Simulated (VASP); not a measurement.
# HfO2: single point with PBEsol

Crystal: HfO2.

```
Hf O
1.0
     3.55802    0.00000    0.00000
     0.00000    3.55802    0.00000
     0.00000    0.00000    5.17186
Hf O
2 4
Direct
  0.00000 0.00000 0.00000
  0.50000 0.50000 0.50000
  0.00000 0.50000 0.19721
  0.50000 0.00000 0.30279
  0.50000 0.00000 0.80279
  0.00000 0.50000 0.69721
```

Measurements of this composition are mostly on another form, of space group No. 14.

```
Program                : VASP 6.6.1
Task                   : single point
Functional             : PBEsol
Potentials or basis    : VASP PAW PBE potentials, release 64 (Hf, O)
Cutoff                 : 900 eV
k mesh                 : 9 × 9 × 7
Occupations            : gaussian, width 0.05 eV
Spin                   : no spin polarisation
Further INCAR settings : ADDGRID = False; ALGO = Normal; EDIFF = 1e-08; NBANDS = 25
```

The pressure is -1.3 GPa and the largest force is 0.165 eV/Å. The band gap on the k mesh is 4.60 eV, indirect (least direct gap 4.68 eV).

Forces on the atoms (eV/Å):
```
Hf   0.000  0.000  0.000
Hf   0.000  0.000  0.000
O    0.000  0.000  0.165
O    0.000  0.000 -0.165
O    0.000  0.000 -0.165
O    0.000  0.000  0.165
```

Stress tensor (GPa, compression positive):
```
-0.88  0.00  0.00
 0.00 -0.88  0.00
 0.00  0.00 -2.01
```

Levels at points of the mesh, in eV from the valence-band top:
```tsv
k point	band 12	band 13	band 14	band 15	band 16	band 17	band 18	band 19	band 20	band 21
(0.00, 0.00, 0.00)	-1.33	-0.71	-0.12	-0.08	-0.08	4.60	4.62	5.88	6.09	6.39
```

It took 2.3 min on 1 thread of AMD EPYC 9R45 96-Core Processor (Zen 5), on a shared host, peak memory 0.35 GiB.

Caveat: the PAW data sets were made with another functional, which shifts forces and pressure a little; spin-orbit coupling is left out, which moves the levels of the heavy elements; an odd mesh through Γ misses points on the zone boundary, where band edges often lie.
